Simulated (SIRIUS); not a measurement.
# SnO under changes of volume

One of the cells (18.125 Å³/atom); the others are scaled copies at fixed shape and fractional positions:

```
Sn O
1.0
     3.83895    0.00000    0.00000
     0.00000    3.83895    0.00000
     0.00000    0.00000    4.91928
Sn O
2 2
Cartesian
  1.9195 0.0000 3.7614
  0.0000 1.9195 1.1579
  0.0000 0.0000 0.0000
  1.9195 1.9195 0.0000
```

The cell is a database's computed one.

```yaml
Program: SIRIUS 7.12.0
Functional: PBE
Potentials_or_basis: all-electron FP-LAPW
Cutoff: 290 eV
Basis: apw+lo standard
k_mesh: 7 × 7 × 6
Occupations: fermi-dirac, width 0.05 eV
Spin: no spin polarisation
```

```tsv
volume (Å³/atom)	energy over the lowest point (meV/atom)	gap on the mesh (eV)
16.703	52.24	0.14
17.058	?	?
17.414	17.08	0.30
18.125	1.59	0.45
18.480	0.00	0.51
18.835	2.01	0.58
```

**Question.** What does the run at 17.058 Å³/atom give?

**Answer.** Energy over the lowest point 31.90 meV/atom; gap on the mesh 0.23 eV.

Worked out: A Birch-Murnaghan fit of order 3 (a polynomial in V^(-2/3)) to the other rows has its minimum at 18.45 Å³/atom with B0 = V·E''(V) = 84 GPa and B' = 4.4 at fixed shape and positions, which overstates the stiffness. It gives 31.96 meV/atom at 17.058 Å³/atom, against the run's 31.90. A straight line through the other rows of the gap, of slope 3.66 eV per unit of ln V, gives 0.22 eV, against the run's 0.23.

Energies are extrapolated to zero smearing.

Caveats: spin-orbit coupling is left out, which moves the levels of the heavy elements; an odd mesh through Γ misses points on the zone boundary, where band edges often lie.
